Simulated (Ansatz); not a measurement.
Runs of Ansatz 0.2.0 on Tc. Symmetry: Fm-3m, No. 225, cubic system. Conventional cell: a = 3.900 Å, b = 3.900 Å, c = 3.900 Å, α = 90.00°, β = 90.00°, γ = 90.00°. Tc (site symmetry m-3m) has 12 Tc at 2.76 Å as nearest neighbours. This isn't the form of Tc at room conditions, which is hcp.

| level | k mesh | pressure (GPa) | relaxed volume (Å³/atom) |
| --- | --- | --- | --- |
| LDA | 9 × 9 × 9 | 0.0 | 13.84 |
| LDA | 12 × 12 × 12 | 0.0 | 13.84 |
| PBEsol | 12 × 12 × 12 | 0.0 | 14.07 |
| PBE | 12 × 12 × 12 | 0.0 | (a) |
| BLYP | 12 × 12 × 12 | 0.0 | 15.13 |

Alike in all rows: task relaxation of cell and atoms; potentials or basis all-electron LAPW, scalar-relativistic; no spin polarisation; cell relaxed; smearing fermi-dirac 0.05 eV; basis error allowed 0.001 eV/atom.

Fill in the values left out.

(a) 14.50.

Caveats: the k mesh is thin for a metal, which can move the energy by tens of meV per atom (some runs).
